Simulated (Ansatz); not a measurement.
# HgTe (zincblende): other levels of theory at one geometry

An exercise on one series of results from a longer session: the logs are not shown, and one member is left open.

Program: Ansatz 0.2.0. Level of theory: DFT at several levels, plane waves, PAW. These are calculated values, not measurements.

1 further run of the same task is left out (it didn't finish). Runs told in other sessions of the task aren't counted.

## Starting point

Symmetry: F-43m, No. 216, cubic system. The conventional cell has a = 6.648 Å, b = 6.648 Å, c = 6.648 Å, α = 90.00°, β = 90.00°, γ = 90.00°. Around Hg (site symmetry -43m) lie 4 Te at 2.88 Å. Te (site symmetry -43m) is surrounded by 4 Hg at 2.88 Å.

Coordinates:

```
CELL_PARAMETERS angstrom
0.00000 3.32422 3.32422
3.32422 0.00000 3.32422
3.32422 3.32422 0.00000
ATOMIC_POSITIONS crystal
Hg 0.00000 0.00000 0.00000
Te 0.25000 0.25000 0.25000
```

This cell comes from an earlier session at PBE: 36.734 Å³/atom at 0.04 GPa, on a 10×10×10 mesh, no gap.

Levels to run: PBE+SOC; r²SCAN; PBEsol; LDA. Hardware: 4 threads of AMD EPYC 7R43 (Zen 3), shared host.

The first run:

Input file input.yaml:

```yaml
crystal:
  lattice:
    - [0.0, 3.3242171039, 3.3242171039]
    - [3.3242171039, 0.0, 3.3242171039]
    - [3.3242171039, 3.3242171039, 0.0]
  atoms:
    - { symbol: Hg, position: [0.0, 0.0, 0.0] }
    - { symbol: Te, position: [0.25, 0.25, 0.25] }
basis:
  ecutwfc: 420
  ecutrho_ratio: 4
kpoints:
  mp_grid: { grid: [10, 10, 10] }
hamiltonian:
  xc: pbe
scf:
  occupations: { method: gaussian, width: 0.05 }
output:
  forces: true
  stress: true
  eigenvalues: true
  populations: true
  dos: { projected: true, de: 0.02 }
  write_density: true
  write_potential: true
  elf: true
  volumetric_format: npy
magnetization:
  noncollinear: true
  spin_orbit: true
```

On the command line:

```console
> ansatz run input.yaml --threads 4 --pin off --max-ram 7168MiB --backend cpu --events-out ev --progress --plain --runs-dir out
```

Among the steps run: PBE+SOC; r²SCAN; PBEsol; LDA.

One of the session's tables, all rows but one given; the rest of the session is left out.

| level | pressure (GPa) |
| --- | --- |
| PBE | 0.0 |
| LDA | ? |
| PBEsol | -2.3 |
| PBE+SOC | -0.3 |
| r²SCAN | -1.3 |

Q: Estimate the row for LDA from the others.

**Answer.** pressure (GPa): -3.6. In the column «pressure (GPa)» it is the lowest.

The pressure runs from -3.6 GPa (LDA) to 0.0 GPa (PBE); a negative pressure means that level wants a smaller cell, a positive one a larger cell. Total energies of different levels have different zeros and can't be compared.
